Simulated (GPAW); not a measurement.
WC in GPAW: the effect of volume over the given one

WC:

```
W C
1.0
     1.66724   -2.15277    0.00000
     1.66724    2.15277    0.00000
     0.00000    0.00000    4.38008
W C
1 1
Direct
  0.50000 0.50000 0.50000
  0.00000 0.00000 0.00000
```

The cell was built by a generator and needn't be a form met in nature.

| Quantity | Value |
| --- | --- |
| Program | GPAW 26.7.0 |
| Functional | PBE |
| Potentials or basis | GPAW PAW data sets (gpaw-data 1.2.1) |
| Cutoff | 680 eV |
| Basis | pw |
| Occupations | fermi-dirac, width 0.05 eV |
| Spin | no spin polarisation |
| Task of each run | phonons |

The series moves volume over the given one from these settings.

```tsv
volume over the given one	energy per atom (eV/atom)	lowest frequency (cm^-1)	pressure (GPa)
1	-7.673	-424.3	-32.57
0.95	-7.812	-421.7	-28.32
0.9	-7.93	-408.5	-22
0.85	-8.013	-385.6	-13.2
0.8	?	?	?
1.05	-7.513	-428.9	-35.63
```

Q: What does the run at 0.8 give?

A: Energy per atom (eV/atom) -8.047; lowest frequency (cm^-1) -347.7; pressure (GPa) -0.8353.

Worked out: A parabola through the other rows of the energy per atom, of slope 0.977 eV/atom per unit of volume over the given one there, extrapolates to -8.07 eV/atom, against the run's -8.05. A parabola through the other rows of the lowest frequency, of slope -598 cm^-1 per unit of volume over the given one there, extrapolates to -360 cm^-1, against the run's -348. The fit is too stiff a form for this range. A parabola through the other rows of the pressure, of slope -227 GPa per unit of volume over the given one there, extrapolates to -2.94 GPa, against the run's -0.84.
